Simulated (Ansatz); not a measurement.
# Lanthanum, dhcp under r²SCAN: how the plane-wave cutoff moves the result, part 2 of 2

A convergence test of the plane-wave cutoff. The geometry was relaxed under r²SCAN beforehand and stays fixed; 9 values are run, from 150 to 800 eV. Wanted are the values from which on the energy stays within 10 and 1 meV/atom, and the pressure within 0.5 GPa, of the last run. Within the series other settings stay, but some runs also write fields, which adds to their time. Spin polarisation is left out.

Ansatz 0.2.0; DFT r²SCAN, plane waves with PAW, scalar-relativistic.

### 7 Cutoff 350 eV

The run at 350 eV.

File input.yaml:

```yaml
crystal:
  lattice:
    - [3.787165242, 0.0, 0.0]
    - [-1.893582621, 3.2797813079, 0.0]
    - [0.0, 0.0, 12.0620946415]
  atoms:
    - { symbol: La, position: [1.0, 0.0, 0.0] }
    - { symbol: La, position: [1.0, 0.0, 0.5] }
    - { symbol: La, position: [0.3333333333, 0.6666666667, 0.75] }
    - { symbol: La, position: [0.6666666667, 0.3333333333, 0.25] }
hamiltonian:
  xc: r2scan
  pseudopotentials:
    kind: paw
    azcp:
      La: "pseudopotentials/La.paw.azcp"
basis:
  ecutwfc: 350
  fft_grid_basis: typed
kpoints:
  mp_grid: { grid: [10, 10, 3], shift: [0, 0, 0] }
magnetization:
  spin_polarized: false
scf:
  occupations: { method: fermi_dirac, width: 0.1 }
  lower_state_search: "off"
output:
  stress: true
```

On the command line:

```
$ ansatz run input.yaml --threads 2 --pin off --max-ram 5120MiB --backend cpu --events-out ev --progress --plain --runs-dir out
```

What it wrote (excerpt; [...] marks lines left out):

```text
Warning: basis.ecutwfc = 350 eV is below the records' recommended 500 eV, and the density's cutoff is lower with it unless basis.ecutrho_ratio is high enough to keep the records' density cutoff: compare with a run at a higher cutoff
Warning: RAYON_NUM_THREADS=2 ignored (pool sized by the plan → 2); use --threads N
[...]
Pseudopotentials: kind: paw
Pseudopotential: La, paw, valence charge 11, recommended cutoff 500 eV (meta_gga), <dir>
Functional definition: r2SCAN
[...]
Crystal: 4 atoms, lattice volume = 149.824 Å³
Basis set: ecut = 350 eV, 2227 PW (Γ), exchange–correlation on 96×96×300 points (64 copies of the dense FFT grid, shifted against one another)
Bands: 27, of which v1, the nominal top of the filled ones, is band 22 counted from 1 (21 counted from 0)
Symmetry: 24 space group operations
Space group: P63/mmc (ITA 194), of the structure as read, at distance tolerance 5.3e-5 Å
k-points: 28 of 300
[...]
SCF iter   1: F=-25058.720623 eV  HF=-25058.551544 eV  |F-HF|=1.69e-1  |Δ(HF+E_count)|=         —  Δρ=8.41e-3  dr2=1.11e-1  dr2_τ=9.52e-3  ethr=1.77e-3  ⟨swp⟩=7.6  Hψ=4117  notcnv=0
[...]
SCF iter   7: F=-25058.784372 eV  HF=-25058.784372 eV  |F-HF|=1.61e-8  |Δ(HF+E_count)|=   2.28e-7  Δρ=5.19e-6  dr2=8.28e-8  dr2_τ=3.63e-9  ethr=2.27e-10  ⟨swp⟩=5.0  Hψ=2975  notcnv=0
[...]
SCF converged after 7 iterations
Free energy (F): -25058.784372 eV
[...]
E sigma→0 (E₀):  -25058.686160 eV
Entropy (-TS):   -0.196425 eV (-49.106 meV/atom)
Fermi energy:    11.027299 eV
[...]
--- Stress (GPa, compression-positive) ---
        0.032778       0.000000       0.000000
        0.000000       0.032778       0.000000
        0.000000       0.000000       0.034677
  P = ⅓ Tr σ = 0.0334 GPa (0.334 kbar)
```

Wall time 4.5 s (2 threads of Intel Xeon Platinum 8488C (Sapphire Rapids), shared host); peak memory 0.63 GiB.

### 8 Cutoff 420 eV

The run at 420 eV.

Changes to input.yaml since step 7:

```diff
@@ -17,3 +17,3 @@
 basis:
-  ecutwfc: 350
+  ecutwfc: 420
   fft_grid_basis: typed
@@ -28 +28,5 @@
   stress: true
+  write_density: true
+  write_potential: true
+  elf: true
+  volumetric_format: npy
```

On the command line:

```
$ ansatz run input.yaml --threads 2 --pin off --max-ram 5120MiB --backend cpu --events-out ev --progress --plain --runs-dir out
```

What it wrote (excerpt; [...] marks lines left out):

```text
Warning: basis.ecutwfc = 420 eV is below the records' recommended 500 eV, and the density's cutoff is lower with it unless basis.ecutrho_ratio is high enough to keep the records' density cutoff: compare with a run at a higher cutoff
Warning: RAYON_NUM_THREADS=2 ignored (pool sized by the plan → 2); use --threads N
[...]
[... 3 set-up lines as earlier in the session ...]
[...]
Crystal: 4 atoms, lattice volume = 149.824 Å³
Basis set: ecut = 420 eV, 2957 PW (Γ), exchange–correlation on 108×108×324 points (64 copies of the dense FFT grid, shifted against one another)
Bands: 27, of which v1, the nominal top of the filled ones, is band 22 counted from 1 (21 counted from 0)
[... 2 set-up lines as earlier in the session ...]
k-points: 28 of 300
[...]
SCF iter   1: F=-25058.741387 eV  HF=-25058.574531 eV  |F-HF|=1.67e-1  |Δ(HF+E_count)|=         —  Δρ=8.39e-3  dr2=1.11e-1  dr2_τ=1.02e-2  ethr=1.77e-3  ⟨swp⟩=7.6  Hψ=4175  notcnv=0
[...]
SCF iter   7: F=-25058.804674 eV  HF=-25058.804674 eV  |F-HF|=4.02e-8  |Δ(HF+E_count)|=   2.79e-7  Δρ=4.99e-6  dr2=9.64e-8  dr2_τ=2.44e-9  ethr=2.27e-10  ⟨swp⟩=13.3  Hψ=6695  notcnv=0
[...]
SCF converged after 7 iterations
Free energy (F): -25058.804674 eV
[...]
E sigma→0 (E₀):  -25058.706486 eV
Entropy (-TS):   -0.196376 eV (-49.094 meV/atom)
Fermi energy:    11.026121 eV
[...]
--- Stress (GPa, compression-positive) ---
        0.014437       0.000000       0.000000
        0.000000       0.014437       0.000000
        0.000000       0.000000       0.016095
  P = ⅓ Tr σ = 0.0150 GPa (0.150 kbar)
--- Band table (eV; the first three rows and the last of 28) ---
  k-point 0: bands = ["-23.0092", "-22.9030", "-22.8908", "-22.7805", "-7.0038", "-6.3154", "-6.3038", "-5.7648", "-5.7648", "-5.6757", "-5.6757", "-5.6567", "-5.6567", "-5.5648", "-5.5648", "-5.5216", "7.7119", "9.1110", "9.1156", "9.2073", "11.5671", "11.7344", "12.3721", "12.3721", [...]
[...]
```

It took 7.4 s on 2 threads of Intel Xeon Platinum 8488C (Sapphire Rapids), shared host; peak memory 0.72 GiB.

### 9 Cutoff 500 eV

The run at 500 eV.

Changes to input.yaml since step 8:

```diff
@@ -17,3 +17,3 @@
 basis:
-  ecutwfc: 420
+  ecutwfc: 500
   fft_grid_basis: typed
```

On the command line:

```
$ ansatz run input.yaml --threads 2 --pin off --max-ram 5120MiB --backend cpu --events-out ev --progress --plain --runs-dir out
```

What it wrote (excerpt; [...] marks lines left out):

```text
Warning: RAYON_NUM_THREADS=2 ignored (pool sized by the plan → 2); use --threads N
[...]
[... 3 set-up lines as earlier in the session ...]
[...]
Crystal: 4 atoms, lattice volume = 149.824 Å³
Basis set: ecut = 500 eV, 3787 PW (Γ), exchange–correlation on 120×120×360 points (64 copies of the dense FFT grid, shifted against one another)
Bands: 27, of which v1, the nominal top of the filled ones, is band 22 counted from 1 (21 counted from 0)
[... 2 set-up lines as earlier in the session ...]
k-points: 28 of 300
[...]
SCF iter   1: F=-25058.749979 eV  HF=-25058.582131 eV  |F-HF|=1.68e-1  |Δ(HF+E_count)|=         —  Δρ=8.42e-3  dr2=1.11e-1  dr2_τ=9.91e-3  ethr=1.77e-3  ⟨swp⟩=7.7  Hψ=4291  notcnv=0
[...]
SCF iter   8: F=-25058.811730 eV  HF=-25058.811730 eV  |F-HF|=2.58e-9  |Δ(HF+E_count)|=   5.26e-8  Δρ=2.37e-6  dr2=1.16e-8  dr2_τ=1.36e-10  ethr=2.27e-10  ⟨swp⟩=10.0  Hψ=5511  notcnv=0
[...]
SCF converged after 8 iterations
Free energy (F): -25058.811730 eV
[...]
E sigma→0 (E₀):  -25058.713552 eV
Entropy (-TS):   -0.196354 eV (-49.089 meV/atom)
Fermi energy:    11.025493 eV
[...]
--- Stress (GPa, compression-positive) ---
        0.006386       0.000000       0.000000
       -0.000000       0.006386       0.000000
        0.000000       0.000000       0.009060
  P = ⅓ Tr σ = 0.0073 GPa (0.073 kbar)
--- Band table (eV; the first three rows and the last of 28) ---
  k-point 0: bands = ["-23.0096", "-22.9032", "-22.8913", "-22.7808", "-7.0042", "-6.3157", "-6.3043", "-5.7652", "-5.7652", "-5.6759", "-5.6759", "-5.6571", "-5.6571", "-5.5652", "-5.5652", "-5.5220", "7.7107", "9.1100", "9.1147", "9.2067", "11.5665", "11.7337", "12.3717", "12.3717", [...]
[...]
```

Wall time 9.5 s (2 threads of Intel Xeon Platinum 8488C (Sapphire Rapids), shared host); peak memory 0.84 GiB.

### 10 Cutoff 600 eV

The run at 600 eV.

Changes to input.yaml since step 9:

```diff
@@ -17,3 +17,3 @@
 basis:
-  ecutwfc: 500
+  ecutwfc: 600
   fft_grid_basis: typed
```

On the command line:

```
$ ansatz run input.yaml --threads 2 --pin off --max-ram 5120MiB --backend cpu --events-out ev --progress --plain --runs-dir out
```

What it wrote (excerpt; [...] marks lines left out):

```text
Warning: RAYON_NUM_THREADS=2 ignored (pool sized by the plan → 2); use --threads N
[...]
[... 3 set-up lines as earlier in the session ...]
[...]
Crystal: 4 atoms, lattice volume = 149.824 Å³
Basis set: ecut = 600 eV, 4999 PW (Γ), exchange–correlation on 128×128×400 points (64 copies of the dense FFT grid, shifted against one another)
Bands: 27, of which v1, the nominal top of the filled ones, is band 22 counted from 1 (21 counted from 0)
[... 2 set-up lines as earlier in the session ...]
k-points: 28 of 300
[...]
SCF iter   1: F=-25058.751428 eV  HF=-25058.585435 eV  |F-HF|=1.66e-1  |Δ(HF+E_count)|=         —  Δρ=8.47e-3  dr2=1.12e-1  dr2_τ=9.74e-3  ethr=1.77e-3  ⟨swp⟩=7.7  Hψ=4321  notcnv=0
[...]
SCF iter   7: F=-25058.815450 eV  HF=-25058.815450 eV  |F-HF|=1.27e-8  |Δ(HF+E_count)|=   2.64e-7  Δρ=4.23e-6  dr2=3.04e-8  dr2_τ=4.34e-10  ethr=2.27e-10  ⟨swp⟩=13.5  Hψ=6757  notcnv=0
[...]
SCF converged after 7 iterations
Free energy (F): -25058.815450 eV
[...]
E sigma→0 (E₀):  -25058.717277 eV
Entropy (-TS):   -0.196345 eV (-49.086 meV/atom)
Fermi energy:    11.025062 eV
[...]
--- Stress (GPa, compression-positive) ---
       -0.000438      -0.000000       0.000000
        0.000000      -0.000438       0.000000
        0.000000       0.000000       0.001745
  P = ⅓ Tr σ = 0.0003 GPa (0.003 kbar)
--- Band table (eV; the first three rows and the last of 28) ---
  k-point 0: bands = ["-23.0096", "-22.9031", "-22.8913", "-22.7808", "-7.0043", "-6.3158", "-6.3044", "-5.7653", "-5.7653", "-5.6761", "-5.6761", "-5.6573", "-5.6573", "-5.5653", "-5.5653", "-5.5221", "7.7101", "9.1094", "9.1142", "9.2063", "11.5660", "11.7333", "12.3714", "12.3714", [...]
[...]
```

Run time: 13 s. Hardware: 2 threads of Intel Xeon Platinum 8488C (Sapphire Rapids), shared host; peak memory 0.97 GiB.

### 11 Cutoff 800 eV

The run at 800 eV.

Changes to input.yaml since step 10:

```diff
@@ -17,3 +17,3 @@
 basis:
-  ecutwfc: 600
+  ecutwfc: 800
   fft_grid_basis: typed
@@ -28,5 +28 @@
   stress: true
-  write_density: true
-  write_potential: true
-  elf: true
-  volumetric_format: npy
```

On the command line:

```
$ ansatz run input.yaml --threads 2 --pin off --max-ram 5120MiB --backend cpu --events-out ev --progress --plain --runs-dir out
```

What it wrote (excerpt; [...] marks lines left out):

```text
Warning: RAYON_NUM_THREADS=2 ignored (pool sized by the plan → 2); use --threads N
[...]
[... 3 set-up lines as earlier in the session ...]
[...]
Crystal: 4 atoms, lattice volume = 149.824 Å³
Basis set: ecut = 800 eV, 7669 PW (Γ), exchange–correlation on 144×144×480 points (64 copies of the dense FFT grid, shifted against one another)
Bands: 27, of which v1, the nominal top of the filled ones, is band 22 counted from 1 (21 counted from 0)
[... 2 set-up lines as earlier in the session ...]
k-points: 28 of 300
[...]
SCF iter   1: F=-25058.754318 eV  HF=-25058.588608 eV  |F-HF|=1.66e-1  |Δ(HF+E_count)|=         —  Δρ=8.49e-3  dr2=1.12e-1  dr2_τ=9.79e-3  ethr=1.77e-3  ⟨swp⟩=7.7  Hψ=4361  notcnv=0
[...]
SCF iter   8: F=-25058.819172 eV  HF=-25058.819172 eV  |F-HF|=2.76e-10  |Δ(HF+E_count)|=   4.05e-8  Δρ=2.13e-6  dr2=1.10e-8  dr2_τ=1.73e-10  ethr=2.27e-10  ⟨swp⟩=4.8  Hψ=2921  notcnv=0
[...]
SCF converged after 8 iterations
Free energy (F): -25058.819172 eV
[...]
E sigma→0 (E₀):  -25058.720988 eV
Entropy (-TS):   -0.196367 eV (-49.092 meV/atom)
Fermi energy:    11.025394 eV
[...]
--- Stress (GPa, compression-positive) ---
        0.006649       0.000000       0.000000
        0.000000       0.006649       0.000000
        0.000000       0.000000       0.008621
  P = ⅓ Tr σ = 0.0073 GPa (0.073 kbar)
```

Run time: 17 s. Hardware: 2 threads of Intel Xeon Platinum 8488C (Sapphire Rapids), shared host; peak memory 1.3 GiB.

### 12 Convergence table

Differences are taken from the run at 800 eV.

```csv
cutoff (eV),plane waves at Γ,E(σ → 0) (meV/atom),P (GPa),SCF cycles,CPU time
150,637,2656.20,1.83,8,3.3 s
200,981,1041.82,0.34,8,3.9 s
250,1351,288.72,-0.05,8,6.2 s
300,1763,56.27,0.00,8,7 s
350,2227,8.71,0.03,7,8.5 s
420,2957,3.63,0.01,7,14 s
500,3787,1.86,0.01,8,18 s
600,4999,0.93,0.00,7,25 s
800,7669,0.00,0.01,8,33 s
```

### 13 What came out

What follows sums up all 2 parts.

| quantity | value |
| --- | --- |
| E(σ → 0) stays within 10 meV/atom of 800 eV | from 350 eV on |
| E(σ → 0) stays within 1 meV/atom | from 600 eV on |
| pressure stays within 0.5 GPa | from 200 eV on |
| pressure at 800 eV | 0.01 GPa |
| CPU time, dearest over cheapest | 9.9 |
| run at the usual settings (mesh 13×13×4 against the series' 10×10×3, 500 eV) | +3.0 meV/atom from 800 eV, -0.03 GPa |

**Reading.** At 150 eV the energy differs by +2656 meV/atom and the pressure by +1.8 GPa. The energy falls at each step up in cutoff, as the variational principle asks. Total energies within 1 meV/atom need 600 eV; differences between like structures often settle sooner.
